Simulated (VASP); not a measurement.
Here is a VASP 6.6.1 calculation.

File INCAR:

```
PREC = Accurate ; ENCUT = 520
EDIFF = 1E-6 ; ISMEAR = 0
SIGMA = 0.02 ; LREAL = F
LASPH = T ; NELM = 100
ALGO = Fast ; ISIF = 2
LWAVE = F ; LCHARG = T
GGA = CA ; LELF = T
```

Contents of KPOINTS:

```
regular mesh
0
Gamma
  10 10 6
```

Contents of POSCAR:

```
AlN
1.0
    3.1130000000      0.0000000000      0.0000000000
   -1.5565000000      2.6959370820      0.0000000000
    0.0000000000      0.0000000000      4.9810000000
Al N
2 2
Direct
    0.6666666667      0.3333333333      0.5000000000
    0.3333333333      0.6666666667      0.0000000000
    0.6666666667      0.3333333333      0.8800000000
    0.3333333333      0.6666666667      0.3800000000
```

Potentials or basis: VASP PAW LDA potentials, release 64 (Al, N).

The run is started by

```bash
$ cat potpaw_LDA.64/Al/POTCAR potpaw_LDA.64/N/POTCAR > POTCAR
$ mpirun -np 1 vasp_std > vasp.out
```

Question: Predict the pressure.

Answer: -4.1 GPa.

Question: Estimate the largest force.

Answer: 0.119 eV/Å.

Stress tensor (GPa, compression positive):
```
-4.67  0.00  0.00
 0.00 -4.67  0.00
 0.00  0.00 -2.96
```

**The experiment to reproduce.**

“Self-assembly of well-separated AlN nanowires directly on sputtered metallic TiN films”, 2019, arxiv:1910.07391 quotes, for a bulk crystal of AlN at 10 K: band gap 6.034 eV (an exciton energy, a little under the gap).

A measured gap of AlN is 6.034 eV (an exciton energy, a little under the gap; 10 K; quoted in “Self-assembly of well-separated AlN nanowires directly on sputtered metallic TiN films”, 2019, arxiv:1910.07391); the calculated 4.25 eV misses it by -1.79 eV. 2 values of this kind are on record (6.034 to 6.0343 eV); this one was drawn at random. The value is that of LDA on a finite k mesh, which can miss the band edges, without temperature or zero-point motion. Semilocal functionals fall short of measured gaps as a rule.
